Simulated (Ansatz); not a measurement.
Al under changes of volume

One of the cells (16.116 Å³/atom); the others are scaled copies at fixed shape and fractional positions:

```
Al
1.0
    -1.59122    1.59122    1.59122
     1.59122   -1.59122    1.59122
     1.59122    1.59122   -1.59122
Al
1
Direct
  0.00000 0.00000 0.00000
```

This isn't the form of Al at room conditions, which is fcc.

| Item | Value |
| --- | --- |
| Program | Ansatz 0.2.0 |
| Functional | HSE06 |
| Potentials or basis | Ansatz PAW |
| Cutoff | 420 eV (not typed: the program's choice for these potentials) |
| k mesh | 8 × 8 × 8 |
| Occupations | fermi-dirac, width 0.05 eV |
| Spin | no spin polarisation |

```csv
volume (Å³/atom),energy over the lowest point (meV/atom),pressure (GPa)
15.149,41.02,8.3
15.471,26.84,6.3
15.793,16.03,4.6
16.116,7.96,3.1
16.438,?,?
16.760,0.00,0.3
17.083,0.13,-0.9
```

What does the run at 16.438 Å³/atom give?

Energy over the lowest point 2.58 meV/atom; pressure 1.7 GPa.

Worked out: A Birch-Murnaghan fit of order 3 (a polynomial in V^(-2/3)) to the other rows has its minimum at 16.92 Å³/atom with B0 = V·E''(V) = 65 GPa (rough, since the energies scatter). It gives 2.65 meV/atom at 16.438 Å³/atom, against the run's 2.58, and -dE/dV = 1.9 GPa, against 1.7.

Energies are extrapolated to zero smearing.

Caveats: the PAW data sets come from PBE, with cores solved anew for the run's functional, which leaves a small shift of forces and pressure; the thresholds are loose for stress.
